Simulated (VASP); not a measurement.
Wanted: the native input for a VASP 6.6.1 run.

- Task: single point
- Functional: PBE
- Potentials or basis: VASP PAW PBE potentials, release 64 (O, H, C)
- Cutoff: 520 eV
- k mesh: 1 × 1 × 1
- Occupations: fermi-dirac, width 0.05 eV
- Spin: no spin polarisation
- Dipole correction: no
- Further INCAR settings: LREAL = Auto; ALGO = Fast; EDIFF = 1e-07; NBANDS = 67

The structure of H26C10O3 lies in POSCAR:

```
H26C10O3
1.0
    7.6630940000      0.0000000000      0.0000000000
    0.0000000000      7.6630940000      0.0000000000
    0.0000000000      0.0000000000      7.6630940000
O H C
3 26 10
Direct
    0.0919471952      0.0798894024      0.6240951762
    0.3973851815      0.5250359711     -0.0275737189
    0.4962616927      0.7861837529      0.7332547402
   -0.0227845306      0.0690713177      0.6598379193
    0.0939176787      0.1252105220      0.5033215043
    0.3249601271      0.4394700104     -0.0913991137
    0.3976722718      0.6238080859     -0.1028435773
    0.4139189732      0.8861694767      0.7520461057
    0.4221010469      0.7198789418      0.6523344226
    0.0865316281      0.7775188455      0.5814231171
    0.0869361644      0.6319901596      0.7876975018
    0.2149914904      0.5367936241      0.4136318829
    0.1963175709      0.3643045485      0.5839025334
    0.6367401992      0.3723691762      0.2698518379
    0.5381246791      0.1667603190      0.2881734192
    0.7909337925      0.2974255568      0.5759684013
    0.6786814830      0.0977672987      0.5792438407
    0.0675314697      0.0391095294      0.1822631955
    0.2493379306     -0.1559030856      0.2096542206
    0.2321255618      0.1412484305     -0.0622333486
    0.4008824634     -0.0166381882     -0.0528246163
    0.7474004625      0.7944832727      0.5288464424
    0.7693106727      0.5665857681      0.4153283256
    0.5354756186      0.8926551077      0.3321373847
    0.4999547180      0.6753277462      0.2325822964
    0.9111463333      0.3359217569      0.8719585066
    0.6647445536      0.3190747758      0.9201244302
    0.9058873609      0.0030144482      0.8926290086
    0.6756931339      0.0095914261      0.9295853607
    0.1060276698      0.6365314062      0.6464882200
    0.1737026846      0.5053572356      0.5499867286
    0.6216418590      0.2628572741      0.3521684583
    0.6937667736      0.2181886324      0.5055399294
    0.1919459686     -0.0294789546      0.1517794249
    0.2838409655      0.0423327705      0.0151113897
    0.6995477284      0.6934796833      0.4278950513
    0.5734367868      0.7545516211      0.3296710180
    0.7970279368      0.2680379492      0.9050652387
    0.7982154467      0.0937219353      0.9240262484
```

The cell was built by a generator and needn't be a form met in nature.

The input as run:

INCAR

```
SYSTEM = H26C10O3
ALGO     = Fast           ! electronic algorithm
EDIFF    = 1E-7           ! SCF threshold, eV
ENCUT    = 520            ! plane-wave cutoff, eV
GGA      = PE             ! functional
ISIF     = 2              ! what is computed and relaxed
ISMEAR   = -1             ! smearing method
LASPH    = .TRUE.         ! aspherical terms in the spheres
LCHARG   = .FALSE.        ! write CHGCAR
LREAL    = Auto         
LWAVE    = .FALSE.        ! write WAVECAR
NBANDS   = 67             ! bands
NELM     = 100            ! most SCF steps
PREC     = Accurate       ! precision mode
SIGMA    = 0.05           ! smearing width, eV
```

KPOINTS

```
k-points
0
G
  1 1 1
  0 0 0
```

Potentials or basis: VASP PAW PBE potentials, release 64 (O, H, C).

The run is started by

```sh
$ cat potpaw_PBE.64/O/POTCAR potpaw_PBE.64/H/POTCAR potpaw_PBE.64/C/POTCAR > POTCAR
$ mpirun -np 1 vasp_gam > vasp.out
```

It gave:

```json
{
  "Pressure": "-0.6 GPa",
  "Largest force": "3.625 eV/Å",
  "Band gap on the k mesh": "4.33 eV, direct"
}
```

Run time: 42 s on 1 thread of Intel(R) Xeon(R) 6975P-C (Granite Rapids) (shared host), peak memory 0.48 GiB.
